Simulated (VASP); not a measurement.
The system is Ge.

```
CELL_PARAMETERS angstrom
1.48805 -2.59469 0.00000
1.48805 2.59469 0.00000
0.00000 0.00000 4.72760
ATOMIC_POSITIONS crystal
Ge 0.33345 0.66655 0.25000
Ge 0.66655 0.33345 0.75000
```

This isn't the form of Ge at room conditions, which is diamond.

* Program: VASP 6.6.1
* Task: relaxation of cell and atoms
* Functional: rSCAN
* Potentials or basis: VASP PAW PBE potentials, release 64 (Ge_d)
* Cutoff: 600 eV
* k mesh: 10 × 10 × 6
* Occupations: gaussian, width 0.05 eV
* Spin: no spin polarisation

At the start: pressure 2.2 GPa; volume 18.25 Å³/atom.

**Question.** Where does the relaxation end?

**Answer.** Over 6 steps the energy falls by 7.5 meV/atom and the volume is 18.75 Å³/atom (+2.7 %); space group Cmcm (No. 63, to 0.05 Å).

The path:
```tsv
step	energy change (eV)	largest force (eV/Å)	pressure (GPa)	volume (Å³)
1	0.0000	0.0083	2.23	36.51
2	-0.0121	0.0060	-0.43	37.86
3	-0.0121	0.0054	-0.45	37.87
4	-0.0145	0.0029	-0.45	37.79
5	-0.0145	0.0050	-0.43	37.78
6	-0.0149	0.0058	0.01	37.50
```

Final structure:
```cif
data_structure
_symmetry_space_group_name_H-M 'P 1'
_symmetry_Int_Tables_number 1
_cell_length_a 3.0017
_cell_length_b 3.0017
_cell_length_c 4.8508
_cell_angle_alpha 90.000
_cell_angle_beta 90.000
_cell_angle_gamma 120.907
_cell_volume 37.50
loop_
_atom_site_label
_atom_site_type_symbol
_atom_site_fract_x
_atom_site_fract_y
_atom_site_fract_z
_atom_site_occupancy
Ge1 Ge 0.33346 0.66654 0.25000 1
Ge2 Ge 0.66654 0.33346 0.75000 1
```

Caveat: the PAW data sets were made with another functional, which shifts forces and pressure a little.
